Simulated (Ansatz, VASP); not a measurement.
# Be3S2: VASP beside Ansatz

```
Be S
1.0
     1.60125    0.92448    7.00024
    -1.60125    0.92448    7.00024
     0.00000   -1.84897    7.00024
Be S
3 2
Cartesian
  0.0000 0.0000 0.0000
  0.0000 0.0000 4.4234
  0.0000 0.0000 16.5773
  0.0000 0.0000 8.3836
  0.0000 0.0000 12.6171
```

Alike in both runs: functional PBE; k mesh 6 × 6 × 6; occupations gaussian, width 0.1 eV; no spin polarisation.

Ansatz relaxed the structure, and its values are those at the end. VASP's run is a single point on that final structure, the one shown.

```csv
,VASP,Ansatz
version,VASP 6.6.1,Ansatz 0.2.0
potentials or method,"VASP PAW PBE potentials, release 64 (Be, S)","scalar-relativistic, plane waves, PAW"
plane-wave cutoff (eV),520,420
valence electrons in the cell,18,18
```

```csv
,VASP,Ansatz,Ansatz less VASP
gap on the k mesh at the Fermi level (eV),0.34,0.34,-0.002
least direct gap on the mesh (eV),0.80,0.80,0.000
pressure (GPa),0.0,0.0,+0.02
rms of the force components (eV/Å),0.006,0.001,-0.0051
```
